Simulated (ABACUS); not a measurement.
# Hf (Pm-3m) in ABACUS: reference runs

How does Hf come out in PBE? The cell is run as given.

All numbers are computed with ABACUS 3.10.1; they aren't measurements. Logs are shortened: lines on timing, memory, paths and dates and some standing lists are left out, and cuts for length are marked.

**1. Starting point**

The structure is cubic, space group Pm-3m (No. 221). Conventional cell: a = 2.914 Å, b = 2.914 Å, c = 2.914 Å, α = 90.00°, β = 90.00°, γ = 90.00°. Around Hf (site symmetry m-3m) lie 6 Hf at 2.91 Å.

The cell was built by a generator and needn't be a form met in nature.

**2. Single point, PBE**

Contents of INPUT:

```
INPUT_PARAMETERS
suffix              Hf
calculation         scf
basis_type          pw
pseudo_dir          ./
symmetry            1
dft_functional      pbe
ecutwfc             58
pseudo_rcut         7
nspin               1
nbands              10
ks_solver           dav
smearing_method     fd
smearing_sigma      0.00367493
scf_thr             1e-08
scf_nmax            100
mixing_type         broyden
mixing_beta         0.7
cal_force           1
cal_stress          1
kpar                4
```

Contents of STRU:

```
ATOMIC_SPECIES
Hf 178.4900 Hf.upf

LATTICE_CONSTANT
1.8897261246

LATTICE_VECTORS
2.9138100000 0.0000000000 0.0000000000
0.0000000000 2.9138100000 0.0000000000
0.0000000000 0.0000000000 2.9138100000

ATOMIC_POSITIONS
Direct

Hf
0.0
1
0.5000000000 0.5000000000 0.5000000000 1 1 1
```

Contents of KPT:

```
K_POINTS
0
Gamma
9 9 9 0 0 0
```

Potentials or basis: PseudoDojo NC SR 0.4.1 PBE standard, plane waves.

Run with:

```
> OMP_NUM_THREADS=1 mpirun -np 4 abacus > log
```

running log:

```text
ABACUS v3.10.1

               Atomic-orbital Based Ab-initio Computation at UStc

 ------------------------------------------------------------------------------------

 READING GENERAL INFORMATION
                           global_out_dir = OUT.Hf/
                           global_in_card = INPUT
                               pseudo_dir = ./
                              orbital_dir =
                                    DSIZE = 4
                                    GSIZE = 1

 READING UNITCELL INFORMATION
                                    ntype = 1
                  lattice constant (Bohr) = 1.88973
              lattice constant (Angstrom) = 1

 READING ATOM TYPE 1
                               atom label = Hf
                      L=0, number of zeta = 1
                      L=1, number of zeta = 1
                      L=2, number of zeta = 1
             number of atom for this type = 1

                        TOTAL ATOM NUMBER = 1
DIRECT COORDINATES
    atom                   x                   y                   z     mag                  vx                  vy                  vz
taud_Hf1            0.5000000000        0.5000000000        0.5000000000  0.0000        0.0000000000        0.0000000000        0.0000000000

                          Volume (Bohr^3) = 166.948
                             Volume (A^3) = 24.7391

 Lattice vectors: (Cartesian coordinate: in unit of a_0)
             +2.91381                  +0                  +0
                   +0            +2.91381                  +0
                   +0                  +0            +2.91381
 Reciprocal vectors: (Cartesian coordinate: in unit of 2 pi/a_0)
            +0.343193                  -0                  +0
                   -0           +0.343193                  -0
                   +0                  -0           +0.343193
 The esolver type has been set to : ksdft_pw

                PAO radial cut off (Bohr) = 7

 Read in pseudopotential file is Hf.upf
                     pseudopotential type = NC
          exchange-correlation functional = PBE
                 nonlocal core correction = 1
                        valence electrons = 12
                                     lmax = 3
                           number of zeta = 4
                     number of projectors = 8
                           L of projector = 0
                           L of projector = 0
                           L of projector = 1
                           L of projector = 1
                           L of projector = 2
                           L of projector = 2
                           L of projector = 3
                           L of projector = 3
     initial pseudo atomic orbital number = 10

 SETUP THE ELECTRONS NUMBER
            electron number of element Hf = 12
      total electron number of element Hf = 12
[... 155 lines left out ...]
 Init Non-Local-Pseudopotential done.

                                     npwx = 1262

 Make real space PAO into reciprocal space.
       max mesh points in Pseudopotential = 701
     dq(describe PAO in reciprocal space) = 0.01
                                    max q = 918

 number of pseudo atomic orbitals for Hf is 4
WARNING: norm of atomic wavefunction # 3 of atomic type Hf is 0.996017, renormalized
WARNING: norm of atomic wavefunction # 4 of atomic type Hf is 0.993003, renormalized

 -------------------------------------------
 SELF-CONSISTENT
 -------------------------------------------
                                 init_chg = atomic

 PW ALGORITHM --------------- ION=   1  ELEC=   1--------------------------------
 Notice: Threshold on eigenvalues was too large.
 hsover_error=0.12 > DRHO=0.0118676
 Origin diag ethr = 0.01
 New diag ethr = 9.88969e-05

 Density error is 0.0122914782152
                          Error Threshold = 9.88969349888e-05
----------------------------------------------------------
     Energy           Rydberg                 eV
----------------------------------------------------------
 E_KohnSham     -112.7471707072      -1534.0039549972
 E_Harris       -113.3673428237      -1542.4418295222
 E_Fermi        0.9367771456         12.7455069364
----------------------------------------------------------
[... 51 lines left out ...]
 Density error is 4.42474281504e-10
                          Error Threshold = 1.01095986087e-10
----------------------------------------------------------
     Energy           Rydberg                 eV
----------------------------------------------------------
 E_KohnSham     -112.7492770309      -1534.0326130004
 E_KS(sigma->0) -112.7488038579      -1534.0261751519
 E_Harris       -112.7491976643      -1534.0315331626
 E_band         -11.8096264151       -160.6782104963
 E_one_elec     -26.5269022064       -360.9170202952
 E_Hartree      16.4625181805        223.9840506832
 E_xc           -28.4833721168       -387.5361590431
 E_Ewald        -74.2005745423       -1009.5506086484
 E_entropy(-TS) -0.0009463459        -0.0128756969
 E_descf        0.0000000000         0.0000000000
 E_exx          0.0000000000         0.0000000000
 E_Fermi        0.9207824145         12.5278874554
----------------------------------------------------------

 charge density convergence is achieved
 final etot is -1534.032613 eV
 EFERMI = 12.527887455 eV

 STATE ENERGY(eV) AND OCCUPATIONS    NSPIN == 1
 1/9 kpoint (Cartesian) = 0.0000 0.0000 0.0000 (1237 pws)
       1       -49.1142     0.00274348
       2       -17.3400     0.00274348
       3       -17.3400     0.00274348
       4       -17.3400     0.00274348
       5        6.10435     0.00274348
       6        11.1893     0.00274348
       7        11.1893     0.00274348
       8        19.0927    2.61134e-60
       9        19.0927    2.61134e-60
      10        19.0927    2.61134e-60
[... 49 lines left out ...]
 6/9 kpoint (Cartesian) = 0.038133 0.038133 0.0000 (1259 pws)
       1       -49.1003      0.0329218
       2       -17.4512      0.0329218
       3       -17.4392      0.0329218
       4       -17.3209      0.0329218
       5        6.73964      0.0329218
       6        11.4721      0.0329218
       7        11.6838      0.0329218
       8        17.7877    6.78516e-48
       9        18.3813    4.73845e-53
      10        18.6986    8.29939e-56

[... levels at 3 further k points ...]

------------------------------------------------------------------------------------------
 TOTAL-FORCE (eV/Angstrom)
------------------------------------------------------------------------------------------
                       Hf1         0.0000000000         0.0000000000         0.0000000000
------------------------------------------------------------------------------------------

----------------------------------------------------------------
 TOTAL-STRESS (KBAR)
----------------------------------------------------------------
         2.7738384247         0.0000000000         0.0000000000
         0.0000000000         2.7738384247        -0.0000000000
         0.0000000000        -0.0000000000         2.7738384247
----------------------------------------------------------------
 TOTAL-PRESSURE: 2.773838 KBAR

 --------------------------------------------
 !FINAL_ETOT_IS -1534.0326130003609251 eV
 --------------------------------------------
```

stdout:

```text
ABACUS v3.10.1

               Atomic-orbital Based Ab-initio Computation at UStc

%%%%%%%%%%%%%%%%%%%%%%%%%%%%%%%%%%%%%%%%%%%%%%%%%%%%%%%%%%%%%%%%%%%%%%%%%%%%%%%%%%%%%%%%%%%%%%%%%%%%%%%%%
[... 31 lines left out ...]
----------------------------------------------------------------
 TOTAL-STRESS (KBAR)
----------------------------------------------------------------
         2.7738384247         0.0000000000         0.0000000000
         0.0000000000         2.7738384247        -0.0000000000
         0.0000000000        -0.0000000000         2.7738384247
----------------------------------------------------------------
 TOTAL-PRESSURE: 2.773838 KBAR
```

Wall time 1.2 s (4 MPI ranks of Intel Xeon 6975P-C (Granite Rapids), shared host); peak memory 0.24 GiB.

What came out:

| Item | Value |
| --- | --- |
| Free energy | -1534.0326 eV |
| Pressure | 0.3 GPa |
| Band gap on the k mesh | none (metal or under the smearing width) |
